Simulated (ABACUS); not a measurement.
# V (Im-3m) in ABACUS: settings compared

Aim: see how the results for V move with the level of theory and the settings. Levels: HCTH407, AM05. Tasks: single point, relaxation of cell and atoms.

All numbers are computed with ABACUS 3.10.1; they aren't measurements. Logs are shortened: lines on timing, memory, paths and dates and some standing lists are left out, and cuts for length are marked.

## Step 1: The crystal as given

The structure is cubic, space group Im-3m (No. 229). Conventional cell: a = 3.029 Å, b = 3.029 Å, c = 3.029 Å, α = 90.00°, β = 90.00°, γ = 90.00°. V (site symmetry m-3m) has 8 V at 2.62 Å as nearest neighbours.

## Step 2: Single point, HCTH407, collinear spin, ferromagnetic start

File run_abacus.py:

```python
"""ABACUS run from a structure file: ASE reads it, the script writes STRU, KPT and INPUT."""
import re
import subprocess
from ase.io import read
from ase.units import Bohr

atoms = read("V.cif")
atoms = atoms[(-atoms.numbers).argsort(kind="stable")]  # ABACUS lists atoms element by element
pseudo = {'V': 'V.upf'}
orbital = {}
magmoms = [2.0]
kmesh = [10, 10, 10]
params = {
    'suffix': 'V',
    'calculation': 'scf',
    'basis_type': 'pw',
    'pseudo_dir': './',
    'symmetry': 1,
    'dft_functional': 'GGA_XC_HCTH_407',
    'ecutwfc': 84,
    'pseudo_rcut': 10,
    'nspin': 2,
    'nbands': 18,
    'ks_solver': 'dav',
    'smearing_method': 'fd',
    'smearing_sigma': 0.00367493,
    'scf_thr': 1e-08,
    'scf_nmax': 100,
    'mixing_type': 'broyden',
    'mixing_beta': 0.4,
    'cal_force': 1,
    'cal_stress': 1,
    'out_chg': 1,
    'out_pot': 2,
    'out_elf': 1,
}

symbols = atoms.get_chemical_symbols()
elements = list(dict.fromkeys(symbols))
lines = ["ATOMIC_SPECIES"] + [f"{e} {atoms.get_masses()[symbols.index(e)]:.4f} {pseudo[e]}" for e in elements]
if orbital:
    lines += ["", "NUMERICAL_ORBITAL"] + [orbital[e] for e in elements]
lines += ["", "LATTICE_CONSTANT", f"{1 / Bohr:.10f}", "", "LATTICE_VECTORS"]
lines += [" ".join(f"{x:.10f}" for x in v) for v in atoms.cell]
lines += ["", "ATOMIC_POSITIONS", "Direct"]
for e in elements:
    lines += ["", e, "0.0", str(symbols.count(e))]
    for i, p in enumerate(atoms.get_scaled_positions(wrap=False)):
        if symbols[i] == e:
            mag = "" if magmoms is None else " mag " + " ".join(str(x) for x in (magmoms[i] if isinstance(magmoms[i], list) else [magmoms[i]]))
            lines.append(" ".join(f"{x:.10f}" for x in p) + " 1 1 1" + mag)
open("STRU", "w").write("\n".join(lines) + "\n")
open("KPT", "w").write("K_POINTS\n0\nGamma\n%d %d %d 0 0 0\n" % tuple(kmesh))
open("INPUT", "w").write("INPUT_PARAMETERS\n" + "".join(f"{k:<20s}{v}\n" for k, v in params.items()))

done = subprocess.run(['mpirun', '-np', '4', 'abacus'])
if done.returncode:
    raise SystemExit(done.returncode)
log = open("OUT.V/running_scf.log").read()
print("final energy (eV):", re.findall(r"FINAL_ETOT_IS (\S+)", log))
```

File V.cif:

```cif
data_V
_cell_length_a 2.62293114
_cell_length_b 2.62293114
_cell_length_c 2.62293114
_cell_angle_alpha 109.47122063
_cell_angle_beta 109.47122063
_cell_angle_gamma 109.47122063
_space_group_name_H-M_alt 'P1'
_space_group_name_Hall 'P 1'
_space_group_IT_number 1
loop_
_space_group_symop_operation_xyz
'x,y,z'
loop_
_atom_site_label
_atom_site_type_symbol
_atom_site_symmetry_multiplicity
_atom_site_Wyckoff_symbol
_atom_site_fract_x
_atom_site_fract_y
_atom_site_fract_z
_atom_site_occupancy
V1 V 1 a 0.0000000000 0.0000000000 0.0000000000 1
```

Potentials or basis: PseudoDojo NC SR 0.4.1 PBE standard, plane waves.

Started as:

```bash
> OMP_NUM_THREADS=1 python run_abacus.py > log
```

running log:

```text
ABACUS v3.10.1

               Atomic-orbital Based Ab-initio Computation at UStc

 ------------------------------------------------------------------------------------

 READING GENERAL INFORMATION
                           global_out_dir = OUT.V/
                           global_in_card = INPUT
                               pseudo_dir = ./
                              orbital_dir =
                                    DSIZE = 4
                                    GSIZE = 1

 READING UNITCELL INFORMATION
                                    ntype = 1
                  lattice constant (Bohr) = 1.88973
              lattice constant (Angstrom) = 1

 READING ATOM TYPE 1
                               atom label = V
                      L=0, number of zeta = 1
                      L=1, number of zeta = 1
                      L=2, number of zeta = 1
             number of atom for this type = 1
               magnetization of element 1 = 2

                        TOTAL ATOM NUMBER = 1
DIRECT COORDINATES
    atom                   x                   y                   z     mag                  vx                  vy                  vz
taud_V1            0.0000000000        0.0000000000        0.0000000000  2.0000        0.0000000000        0.0000000000        0.0000000000

                          Volume (Bohr^3) = 93.7423
                             Volume (A^3) = 13.8912

 Lattice vectors: (Cartesian coordinate: in unit of a_0)
             +2.62293                  +0                  +0
             -0.87431            +2.47292                  +0
             -0.87431            -1.23646            +2.14161
 Reciprocal vectors: (Cartesian coordinate: in unit of 2 pi/a_0)
            +0.381253           +0.134793           +0.233469
                   -0            +0.40438           +0.233469
                   +0                  -0           +0.466937
 The esolver type has been set to : ksdft_pw

                PAO radial cut off (Bohr) = 10

 Read in pseudopotential file is V.upf
                     pseudopotential type = NC
          exchange-correlation functional = PBE
                 nonlocal core correction = 1
                        valence electrons = 13
                                     lmax = 2
                           number of zeta = 4
                     number of projectors = 6
                           L of projector = 0
                           L of projector = 0
                           L of projector = 1
                           L of projector = 1
                           L of projector = 2
                           L of projector = 2
 XC functional updated to : GGA_XC_HCTH_407
          exchange-correlation functional = GGA_XC_HCTH_407
     initial pseudo atomic orbital number = 10
 The readin total magnetization is 2

 SETUP THE ELECTRONS NUMBER
             electron number of element V = 13
       total electron number of element V = 13
            AUTOSET number of electrons:  = 13
                           occupied bands = 7
                                   NBANDS = 18
                                   NLOCAL = 9

%%%%%%%%%%%%%%%%%%%%%%%%%%%%%%%%%%%%%%%%%%%%%%%%%%%%%%%%%%%%%%%%%%%%%%%%%%%%%%%%%%%%%%%%%%%%%%%%%%%%%%%%%%
 Warning: the number of valence electrons in pseudopotential > 5 for V: [Ar] 3d3 4s2
 Pseudopotentials with additional electrons can yield (more) accurate outcomes, but may be less efficient.
 If you're confident that your chosen pseudopotential is appropriate, you can safely ignore this warning.
%%%%%%%%%%%%%%%%%%%%%%%%%%%%%%%%%%%%%%%%%%%%%%%%%%%%%%%%%%%%%%%%%%%%%%%%%%%%%%%%%%%%%%%%%%%%%%%%%%%%%%%%%%

 SETUP THE PLANE WAVE BASIS
 energy cutoff for charge/potential (unit:Ry) = 336
            fft grid for charge/potential = [ 30, 30, 30 ]
                        fft grid division = [ 1, 1, 1 ]
        big fft grid for charge/potential = [ 30, 30, 30 ]
                                     nbxx = 7200
                                     nrxx = 7200

 SETUP PLANE WAVES FOR CHARGE/POTENTIAL
                    number of plane waves = 9861
                         number of sticks = 623

 PARALLEL PW FOR CHARGE/POTENTIAL
     PROC   COLUMNS(POT)             PW
        1            156           2466
        2            155           2465
        3            157           2465
        4            155           2465
 --------------- sum -------------------
        4            623           9861
[... 35 lines left out ...]
Original cell was already a primitive cell.
                        ROTATION MATRICES = 48
              PURE POINT GROUP OPERATIONS = 48
                   SPACE GROUP OPERATIONS = 48
                              POINT GROUP = O_h
               POINT GROUP IN SPACE GROUP = O_h

 SETUP K-POINTS
                                    nspin = 2
                   Input type of k points = Monkhorst-Pack(Gamma)
                                   nkstot = 1000
                       right hand lattice = 1
(for reciprocal lattice: )
                             BRAVAIS TYPE = 3
                     BRAVAIS LATTICE NAME = 03. Cubic F (face-centered)
                                    ibrav = 3
                       right hand lattice = 1
(for k-lattice: )
                             BRAVAIS TYPE = 3
                     BRAVAIS LATTICE NAME = 03. Cubic F (face-centered)
                                    ibrav = 3
                       right hand lattice = 1
                        ROTATION MATRICES = 48
                               nkstot_ibz = 47
K-POINTS REDUCTION ACCORDING TO SYMMETRY
     IBZ    DIRECT_X    DIRECT_Y    DIRECT_Z  WEIGHT  ibz2bz
       1  0.00000000  0.00000000  0.00000000  0.0010       0
       2 -0.10000000  0.10000000  0.00000000  0.0120       1
       3 -0.20000000  0.20000000  0.00000000  0.0120       2
       4 -0.30000000  0.30000000  0.00000000  0.0120       3
       5 -0.40000000  0.40000000  0.00000000  0.0120       4
       6  0.50000000  0.50000000  0.00000000  0.0060       5
[... 22 lines left out ...]
      29  0.50000000  0.40000000  0.20000000  0.0480     156
      30  0.50000000  0.30000000  0.30000000  0.0240     157
[... 17 further k points ...]

                               nkstot now = 47
[... K-POINTS DIRECT COORDINATES: 47 rows ...]

           k-point number in this process = 47
       minimum distributed K point number = 47
[... stars of the k points ...]
                             nks(nspin=2) = 94
                          nkstot(nspin=2) = 94

[... K-POINTS CARTESIAN COORDINATES: 94 rows ...]

[... K-POINTS DIRECT COORDINATES: 94 rows ...]

 SETUP PLANE WAVES FOR WAVE FUNCTIONS
     energy cutoff for wavefunc (unit:Ry) = 84
              fft grid for wave functions = [ 30, 30, 30 ]
                    number of plane waves = 2123
                         number of sticks = 221

 PARALLEL PW FOR WAVE FUNCTIONS
     PROC   COLUMNS(POT)             PW
        1             55            531
        2             55            531
        3             56            530
        4             55            531
 --------------- sum -------------------
        4            221           2123

 SETUP NONLOCAL PSEUDOPOTENTIALS IN PLANE WAVE BASIS
 V non-local projectors:
 projector 1 L=0
 projector 2 L=0
 projector 3 L=1
 projector 4 L=1
 projector 5 L=2
 projector 6 L=2
      TOTAL NUMBER OF NONLOCAL PROJECTORS = 18

 Init Non-Local PseudoPotential table :
 Init Non-Local-Pseudopotential done.

                                     npwx = 317

 Make real space PAO into reciprocal space.
       max mesh points in Pseudopotential = 1001
     dq(describe PAO in reciprocal space) = 0.01
                                    max q = 1104

 number of pseudo atomic orbitals for V is 4
WARNING: norm of atomic wavefunction # 3 of atomic type V is 0.999996, renormalized
WARNING: norm of atomic wavefunction # 4 of atomic type V is 0.999746, renormalized

 -------------------------------------------
 SELF-CONSISTENT
 -------------------------------------------
                                 init_chg = atomic

 PW ALGORITHM --------------- ION=   1  ELEC=   1--------------------------------
 Notice: Threshold on eigenvalues was too large.
 hsover_error=0.13 > DRHO=0.0505036
 Origin diag ethr = 0.01
 New diag ethr = 0.000388489
          total magnetism (Bohr mag/cell) = 0.999713
       absolute magnetism (Bohr mag/cell) = 0.999723
                        nelec for spin up = 6.99986
                      nelec for spin down = 6.00014

 Density error is 0.0505191175359
                          Error Threshold = 0.000388489223438
----------------------------------------------------------
     Energy           Rydberg                 eV
----------------------------------------------------------
 E_KohnSham     -148.3098590375      -2017.8591524873
 E_Harris       -149.5253065973      -2034.3961649198
 E_Fermi        1.2103567658         16.4677486274
----------------------------------------------------------
[... 183 lines left out ...]
 Density error is 7.13388293186e-09
                          Error Threshold = 1.84300811814e-10
----------------------------------------------------------
     Energy           Rydberg                 eV
----------------------------------------------------------
 E_KohnSham     -148.3327180613      -2018.1701654608
 E_KS(sigma->0) -148.3323307171      -2018.1648953735
 E_Harris       -148.3327449674      -2018.1705315376
 E_band         -11.7700678791       -160.1399890020
 E_one_elec     -46.7876808815       -636.5790561935
 E_Hartree      29.5781693242        402.4316392175
 E_xc           -23.6637533209       -321.9618812311
 E_Ewald        -107.4586784948      -1462.0503270792
 E_entropy(-TS) -0.0007746883        -0.0105401745
 E_descf        0.0000000000         0.0000000000
 E_exx          0.0000000000         0.0000000000
 E_Fermi        1.1415495758         15.5315787805
----------------------------------------------------------

 charge density convergence is achieved
 final etot is -2018.1701655 eV
 EFERMI = 15.531578781 eV
The vacuum level is 15.078075825 eV

 STATE ENERGY(eV) AND OCCUPATIONS    NSPIN == 2
SPIN UP :
 1/47 kpoint (Cartesian) = 0.0000 0.0000 0.0000 (294 pws)
       1       -48.5502     0.00100000
       2       -21.8600     0.00100000
       3       -21.8600     0.00100000
       4       -21.8600     0.00100000
       5        9.03993     0.00100000
       6        15.9640    1.75213e-07
[... 98 lines left out ...]
       5        12.4981     0.00600000
       6        14.5137     0.00600000
[... 10 lines left out ...]
      17        49.4105        0.00000
      18        52.1349        0.00000

[... levels at 88 further k points ...]

------------------------------------------------------------------------------------------
 TOTAL-FORCE (eV/Angstrom)
------------------------------------------------------------------------------------------
                        V1         0.0000000000         0.0000000000         0.0000000000
------------------------------------------------------------------------------------------

----------------------------------------------------------------
 TOTAL-STRESS (KBAR)
----------------------------------------------------------------
       -84.8309918777         0.0000000069         0.0000000119
         0.0000000069       -84.8309918735         0.0000000178
         0.0000000119         0.0000000178       -84.8309918554
----------------------------------------------------------------
 TOTAL-PRESSURE: -84.830992 KBAR

 --------------------------------------------
 !FINAL_ETOT_IS -2018.1701654607791170 eV
 --------------------------------------------
```

Wall time 48 s (4 MPI ranks of Intel Xeon Platinum 8259CL at 2.50GHz (Skylake/Cascade Lake), shared host); peak memory 0.36 GiB.

Results:

```yaml
Free_energy: -2018.1702 eV
Pressure: -8.5 GPa
Band_gap_on_the_k_mesh: none (metal or under the smearing width)
Net_moment: 0.00 μB per cell
Absolute_moment: 0.00 μB per cell
```

Caveat: the potentials were made for another functional, which shifts forces and pressure.

## Step 3: Relaxation of cell and atoms, HCTH407, collinear spin, ferromagnetic start

File INPUT:

```
INPUT_PARAMETERS
suffix              V
calculation         cell-relax
basis_type          pw
pseudo_dir          ./
symmetry            1
dft_functional      GGA_XC_HCTH_407
ecutwfc             84
pseudo_rcut         10
nspin               2
nbands              12
ks_solver           dav
smearing_method     fd
smearing_sigma      0.00367493
scf_thr             1e-08
scf_nmax            100
mixing_type         broyden
mixing_beta         0.4
cal_force           1
cal_stress          1
relax_nmax          60
force_thr_ev        0.01
relax_method        cg
out_stru            1
stress_thr          0.5
kpar                4
```

File STRU:

```
ATOMIC_SPECIES
V 50.9415 V.upf

LATTICE_CONSTANT
1.8897261246

LATTICE_VECTORS
-1.5143500000 1.5143500000 1.5143500000
1.5143500000 -1.5143500000 1.5143500000
1.5143500000 1.5143500000 -1.5143500000

ATOMIC_POSITIONS
Cartesian

V
0.0
1
0.0000000000 0.0000000000 0.0000000000 1 1 1 mag 2
```

File KPT:

```
K_POINTS
0
Gamma
10 10 10 0 0 0
```

Potentials or basis: PseudoDojo NC SR 0.4.1 PBE standard, plane waves.

Started as:

```bash
> OMP_NUM_THREADS=1 mpirun -np 4 abacus > log
```

It took 70 s on 4 MPI ranks of Intel Xeon Platinum 8259CL at 2.50GHz (Skylake/Cascade Lake), shared host; peak memory 0.36 GiB.

The run converged. Its results:

```
Free energy                            : -2018.1885 eV
Relaxed volume                         : 13.23 Å³/atom
Relaxed cell                           : a = 2.580 Å, b = 2.580 Å, c = 2.580 Å, α = 109.47°, β = 109.47°, γ = 109.47°
Space group after relaxing (to 0.05 Å) : Im-3m (No. 229)
Energy gained by relaxing              : 18.3 meV/atom
Ionic steps                            : 4
Pressure after relaxing                : 0.0 GPa
Band gap on the k mesh                 : none (metal or under the smearing width)
Net moment                             : 0.00 μB per cell
Absolute moment                        : 0.00 μB per cell
```

Step by step:
```
step  energy change (eV)  largest force (eV/Å)  pressure (GPa)  volume (Å³)
   1              0.0000                0.0000           -8.48        13.89
   2              0.0142                0.0000           13.48        12.41
   3             -0.0183                0.0000           -0.15        13.24
   4             -0.0183                0.0000            0.01        13.23
```

Final structure:
```xyz
1
Lattice="-1.4898 1.4898 1.4898 1.4898 -1.4898 1.4898 1.4898 1.4898 -1.4898" Properties=species:S:1:pos:R:3 pbc="T T T"
V     0.0000    0.0000    0.0000
```

Levels at points of the mesh, in eV from the Fermi level:
Spin up:
```csv
k point,band 4,band 5,band 6,band 7,band 8,band 9
"(0.00, 0.00, 0.00)",-37.25,-6.61,0.44,0.44,0.44,2.37
"(0.50, 0.50, 0.00)",-37.26,-3.20,-1.11,1.57,2.41,2.75
"(0.50, 0.50, 0.50)",-37.87,-3.13,-3.13,3.68,3.68,3.68
```
Spin down:
| k point | band 2 | band 3 | band 4 | band 5 | band 6 | band 7 | band 8 | band 9 |
| --- | --- | --- | --- | --- | --- | --- | --- | --- |
| (0.00, 0.00, 0.00) | -37.25 | -37.25 | -37.25 | -6.61 | 0.44 | 0.44 | 0.44 | 2.37 |
| (0.50, 0.50, 0.00) | -38.17 | -37.54 | -37.26 | -3.20 | -1.11 | 1.57 | 2.41 | 2.75 |
| (0.50, 0.50, 0.50) | -37.87 | -37.87 | -37.87 | -3.13 | -3.13 | 3.68 | 3.68 | 3.68 |

Caveat: the potentials were made for another functional, which shifts forces and pressure.

## Step 4: Single point, AM05, collinear spin, ferromagnetic start

File INPUT:

```
INPUT_PARAMETERS
suffix              V
calculation         scf
basis_type          pw
pseudo_dir          ./
symmetry            1
dft_functional      GGA_X_AM05+GGA_C_AM05
ecutwfc             84
pseudo_rcut         10
nspin               2
nbands              18
ks_solver           dav
smearing_method     fd
smearing_sigma      0.00367493
scf_thr             1e-08
scf_nmax            100
mixing_type         broyden
mixing_beta         0.4
cal_force           1
cal_stress          1
out_chg             1
kpar                4
```

Edit STRU of step 3 so:

```diff
@@ -12,3 +12,3 @@
 ATOMIC_POSITIONS
-Cartesian
+Direct
```

KPT is that of step 3.

Potentials or basis: PseudoDojo NC SR 0.5 PBE standard, plane waves.

Started as:

```bash
> OMP_NUM_THREADS=1 mpirun -np 4 abacus > log
```

It took 9.3 s on 4 MPI ranks of Intel Xeon Platinum 8488C (Sapphire Rapids), shared host; peak memory 0.28 GiB.

Results (log left out):

| Item | Value |
| --- | --- |
| Free energy | -2003.7537 eV |
| Pressure | -12.3 GPa |
| Band gap on the k mesh | none (metal or under the smearing width) |
| Net moment | 0.00 μB per cell |
| Absolute moment | 0.00 μB per cell |

Levels at points of the mesh, in eV from the Fermi level:
Spin up:
```tsv
k point	band 2	band 3	band 4	band 5	band 6	band 7	band 8	band 9	band 10	band 11
(0.00, 0.00, 0.00)	-37.07	-37.07	-37.07	-6.58	0.42	0.42	0.42	2.34	2.34	20.27
(0.50, 0.50, 0.00)	-37.89	-37.33	-37.07	-3.11	-1.08	1.49	2.35	2.69	4.01	9.80
(0.50, 0.50, 0.50)	-37.63	-37.63	-37.63	-2.90	-2.90	3.63	3.63	3.63	9.86	9.86
```
Spin down:
```tsv
k point	band 3	band 4	band 5	band 6	band 7	band 8	band 9	band 10
(0.00, 0.00, 0.00)	-37.07	-37.07	-6.58	0.42	0.42	0.42	2.34	2.34
(0.50, 0.50, 0.00)	-37.33	-37.07	-3.11	-1.08	1.49	2.35	2.69	4.01
(0.50, 0.50, 0.50)	-37.63	-37.63	-2.90	-2.90	3.63	3.63	3.63	9.86
```

Caveat: the potentials were made for another functional, which shifts forces and pressure.

## Step 5: Summary

```tsv
task	level	potentials or basis	cell	max steps of the relaxation	force threshold	optimiser	stress threshold	gap on the mesh (eV)	pressure (GPa)	moment (μB)
single point	HCTH407	PseudoDojo NC SR 0.4.1 PBE standard, plane waves	as given	-	-	-	-	none	-8.5	0.00
relaxation of cell and atoms	HCTH407	PseudoDojo NC SR 0.4.1 PBE standard, plane waves	relaxed	60	0.01 eV/Å	cg	0.5 kbar	none	0.0	0.00
single point	AM05	PseudoDojo NC SR 0.5 PBE standard, plane waves	as given	-	-	-	-	none	-12.3	0.00
```

Alike in all rows: spin collinear, ferromagnetic start; k mesh 10 × 10 × 10; cutoff (eV) 1143; smearing fermi-dirac 0.05 eV.

Caveats: the potentials were made for another functional, which shifts forces and pressure.

Total energies depend on the potentials used, so only differences within one code and one set of settings carry meaning.
